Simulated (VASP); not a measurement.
# Ti: intraband terms of a metal's spectrum

Ti, Im-3m (no. 229), 1 atom in the cell. PBE, independent-particle dielectric function; PAW potentials Ti_sv (PBE set).

## Input

INCAR.step1:
```
EDIFF    = 1E-7           # SCF threshold, eV
ENCUT    = 320            # plane-wave cutoff, eV
ISMEAR   = 1              # smearing method
KPAR     = 4            
LASPH    = True           # aspherical terms in the spheres
LCHARG   = True           # write CHGCAR
LMAXMIX  = 4              # l up to which the mixer works
LWAVE    = False          # write WAVECAR
PREC     = Accurate       # precision mode
SIGMA    = 0.1            # smearing width, eV
```

INCAR.step2:
```
CSHIFT   = 0.1          
EDIFF    = 1E-6           # SCF threshold, eV
ENCUT    = 320            # plane-wave cutoff, eV
ICHARG   = 11             # starting density
ISMEAR   = 0              # smearing method
KPAR     = 4            
LASPH    = True           # aspherical terms in the spheres
LCHARG   = False          # write CHGCAR
LMAXMIX  = 4              # l up to which the mixer works
LWAVE    = True           # write WAVECAR
NBANDS   = 20             # bands
NEDOS    = 3000           # points of the DOS
OMEGAMAX = 30           
PREC     = Accurate       # precision mode
SIGMA    = 0.3            # smearing width, eV
```

INCAR.step3, as INCAR.step2 but for:
```
- LWAVE = True
+ ALGO = None
+ ISTART = 1
+ LOPTICS = True
+ LWAVE = False
+ NELM = 1
```

INCAR.step4, as INCAR.step3 but for:
```
+ WPLASMAI = 0.03
```

INCAR.step5 to INCAR.step6 change the same tag again: WPLASMAI = 0.1, 0.3.

INCAR.step7, as INCAR.step6 but for:
```
- WPLASMAI = 0.3
+ RTIME = 40
```

INCAR.step8, as INCAR.step7 but for:
```
- RTIME = 40
+ RTIME = 20
```

INCAR.step9, as INCAR.step8 but for:
```
- RTIME = 20
+ LNABLA = True
```

INCAR.step10, as INCAR.step9 but for:
```
- ISMEAR = 0
- LNABLA = True
+ ISMEAR = -5
```

KPOINTS.step1:
```
k-points
0
Gamma
  11 11 11
```

KPOINTS.step2:
```
k-points
0
Gamma
  23 23 23
```

POSCAR:
```
Ti
1.0
   -1.6410000000      1.6410000000      1.6410000000
    1.6410000000     -1.6410000000      1.6410000000
    1.6410000000      1.6410000000     -1.6410000000
Ti
1
Direct
    0.0000000000      0.0000000000      0.0000000000
```

Commands (each step's output is kept before the next begins):
```
cat potpaw_PBE.64/Ti_sv/POTCAR > POTCAR
cp INCAR.step1 INCAR
cp KPOINTS.step1 KPOINTS
mpirun -np 4 vasp_std > vasp.out
cp INCAR.step2 INCAR
cp KPOINTS.step2 KPOINTS
mpirun -np 4 vasp_std > vasp.out
cp INCAR.step3 INCAR
mpirun -np 4 vasp_std > vasp.out
cp INCAR.step4 INCAR
mpirun -np 4 vasp_std > vasp.out
cp INCAR.step5 INCAR
mpirun -np 4 vasp_std > vasp.out
cp INCAR.step6 INCAR
mpirun -np 4 vasp_std > vasp.out
cp INCAR.step7 INCAR
mpirun -np 4 vasp_std > vasp.out
cp INCAR.step8 INCAR
mpirun -np 4 vasp_std > vasp.out
cp INCAR.step9 INCAR
mpirun -np 4 vasp_std > vasp.out
cp INCAR.step10 INCAR
mpirun -np 4 vasp_std > vasp.out
```

## Result

- Bands: 20

One ground state, settings moved in the last step alone:

| Settings | Plasma frequency (eV) | Im ε at 0.5 eV | Im ε at 1 eV | Im ε at 2 eV | Im ε at 4 eV | Time (s) |
|---|---|---|---|---|---|---|
| interband part alone | 5.91 | 48.0 | 13.2 | 13.7 | 10.8 | 10 |
| Drude term, WPLASMAI 0.03 | 5.91 | 56.4 | 14.3 | 13.8 | 10.8 | 8 |
| Drude term, WPLASMAI 0.1 | 5.91 | 74.9 | 16.7 | 14.1 | 10.9 | 8 |
| Drude term, WPLASMAI 0.3 | 5.91 | 109.7 | 22.8 | 15.0 | 11.0 | 8 |
| relaxation time RTIME 40 fs | 5.91 | 52.6 | 13.8 | 13.7 | 10.8 | 8 |
| relaxation time RTIME 20 fs | 5.91 | 57.2 | 14.4 | 13.8 | 10.8 | 9 |
| transversal form (LNABLA) | 5.54 | 44.9 | 11.8 | 12.2 | 10.1 | 10 |
| tetrahedron method | – | – | – | – | – | no result |

VASP 6.6.1 took 87 s on 4 cores (Intel Xeon Platinum 8488C (Sapphire Rapids)), a shared host.
